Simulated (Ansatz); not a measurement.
**Si in Ansatz: the effect of exact exchange**

Crystal: Si.

```
Si
1.0
     0.00000    2.72185    2.72185
     2.72185    0.00000    2.72185
     2.72185    2.72185    0.00000
Si
2
Direct
  0.50000 0.50000 0.50000
  0.75000 0.75000 0.75000
```

Alike in all runs:

```yaml
Program: Ansatz 0.2.0
Task: single point
Functional: HSE(alpha, omega)
Potentials_or_basis: all-electron PAW datasets made for the crystal
Cutoff: 200 eV (chosen from the basis error)
k_mesh: 4 × 4 × 4
Occupations: fermi-dirac, width 0.05 eV
Spin: no spin polarisation
```

```tsv
exact exchange	gap on the mesh (eV)	pressure (GPa)
0.05	?	?
0.1	0.96	1.3
0.15	1.08	1.0
0.2	1.21	0.6
0.25	1.35	0.3
0.3	1.48	0.0
0.4	1.76	-0.6
0.5	2.05	-1.1
```

**Question.** What does the run with exact exchange 0.05 give?

**Answer.** gap on the mesh 0.83 eV; pressure 1.6 GPa.

Worked out: A parabola through the other rows of the gap on the mesh, of slope 2.44 eV per unit of exact exchange there, extrapolates to 0.83 eV, against the run's 0.83. A straight line through the other rows of the pressure, of slope -6.05 GPa per unit of exact exchange, extrapolates to 1.6 GPa, against the run's 1.6.

Caveats: all runs use coarse meshes.

A k mesh can miss the band edges.
